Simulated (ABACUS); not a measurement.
Runs of ABACUS 3.10.1 on Pt. The structure is cubic, space group Fm-3m (No. 225). Conventional cell: a = 3.922 Å, b = 3.922 Å, c = 3.922 Å, α = 90.00°, β = 90.00°, γ = 90.00°. Around Pt (site symmetry m-3m) lie 12 Pt at 2.77 Å. 

```csv
task,level,potentials or basis,cell,k mesh,cutoff (eV),symmetry key,max steps of the relaxation,force threshold,optimiser,stress threshold,gap on the mesh (eV),pressure (GPa),relaxed volume (Å³/atom)
single point,HLE16,"Ansatz NC PBE, plane waves",as given,10 × 10 × 10,1143,1,-,-,-,-,none,-35.0,-
single point,TPSS,"SG15 ONCV 1.2 PBE, plane waves",as given,8 × 8 × 8,1320,1,-,-,-,-,none,4.8,-
relaxation of cell and atoms,PBEsol,"GBRV ultrasoft 1.5 PBE, plane waves",relaxed,10 × 10 × 10,544,1,60,0.02 eV/Å,cg,0.5 kbar,none,0.0,14.98
relaxation of cell and atoms,HLE16,"Ansatz NC PBE, plane waves",relaxed,10 × 10 × 10,1143,1,60,0.02 eV/Å,cg,0.2 kbar,none,0.0,(a)
```

Alike in all rows: no spin polarisation; smearing fermi-dirac 0.05 eV.

Q: Estimate the missing entries.

A: (a) 12.96.

Caveats: the potentials were made for another functional, which shifts forces and pressure; the potentials were made for a functional far from this one (some runs); the cell as given lies far from equilibrium (some runs); so large a pressure means that the cell lies far from this level's equilibrium, or that cutoff or potentials fall short (some runs); the volume moved by -14 % from the deposited cell, more than functionals usually miss (some runs).

A k mesh can miss the band edges, and the runs leave out spin-orbit coupling on Pt.

A gap of «none» marks a metal or a gap under the smearing width.

The runs don't all hold the same shells in valence.

Runs at the PBE level aren't shown here.
